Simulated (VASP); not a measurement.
A run of VASP 6.6.1:

The input INCAR:

```
PREC     = Accurate       # precision mode
ENCUT    = 520            # plane-wave cutoff, eV
EDIFF    = 1E-6           # SCF threshold, eV
ISMEAR   = 0              # smearing method
SIGMA    = 0.1            # smearing width, eV
LREAL    = F              # projectors in reciprocal space
LASPH    = T              # aspherical terms in the spheres
NELM     = 80             # most SCF steps
ALGO     = Normal         # electronic algorithm
ISIF     = 2              # what is computed and relaxed
LWAVE    = F              # write WAVECAR
LCHARG   = F              # write CHGCAR
GGA      = PE             # functional
NBANDS   = 10             # bands
```

The input KPOINTS:

```
Automatic mesh
0
Gamma
  24 24 22
```

Contents of POSCAR:

```
Re
1.0
    2.7631658720      0.0000000000      0.0000000000
   -1.3815829360      2.3929718400      0.0000000000
    0.0000000000      0.0000000000      2.4665846530
Re
1
Direct
    0.0000000000      0.0000000000      0.0000000000
```

Potentials or basis: VASP PAW PBE potentials, release 64 (Re).

The run is started by

```bash
$ cat potpaw_PBE.64/Re/POTCAR > POTCAR
$ mpirun -np 1 vasp_std > vasp.out
```

Hardware: 1 thread of Intel(R) Xeon(R) Platinum 8488C (Sapphire Rapids), on a shared host.

Problem. How long does it take, and how much memory?

Solution. It took 46 s on 1 thread of Intel(R) Xeon(R) Platinum 8488C (Sapphire Rapids) (shared host), peak memory 0.24 GiB. Counts: scf iterations 11, k points 732.
